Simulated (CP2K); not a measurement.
## W under changes of volume

One of the cells (15.848 Å³/atom); the others are scaled copies at fixed shape and fractional positions:

```xyz
1
Lattice="2.7407 0.0000 0.0000 -0.9136 2.5840 0.0000 -0.9136 -1.2920 2.2378" Properties=species:S:1:pos:R:3 pbc="T T T"
W     0.0000    0.0000    0.0000
```

| Item | Value |
| --- | --- |
| Program | CP2K 2026.2 |
| Functional | PBEsol |
| Dispersion | D4 |
| Potentials or basis | POTENTIAL_UZH W GTH-PBE-q14; TZVP-MOLOPT-PBE-GTH basis |
| Density cutoff | 6123 eV |
| k mesh | 12 × 12 × 12 |
| Occupations | fermi-dirac, width 0.05 eV |
| Spin | no spin polarisation |

```csv
volume (Å³/atom),energy over the lowest point (meV/atom),pressure (GPa)
14.897,24.25,13.6
15.214,4.96,6.0
15.531,0.00,-1.0
15.848,7.92,-7.2
16.165,?,?
16.482,58.34,-18.1
16.798,98.74,-22.8
```

Problem. What does the run at 16.165 Å³/atom give?

Solution. Energy over the lowest point 27.74 meV/atom; pressure -12.9 GPa.

Worked out: A Birch-Murnaghan fit of order 3 (a polynomial in V^(-2/3)) to the other rows has its minimum at 15.49 Å³/atom with B0 = V·E''(V) = 324 GPa and B' = 3.4. It gives 27.72 meV/atom at 16.165 Å³/atom, against the run's 27.74, and -dE/dV = -12.8 GPa, against -12.9.

Energies are extrapolated to zero smearing.

Caveats: the potentials were made for another functional, which shifts forces and pressure; the basis of atomic orbitals isn't converged, which shifts pressures, moduli and gaps; pairwise dispersion overbinds metals, which lowers pressure and volume.
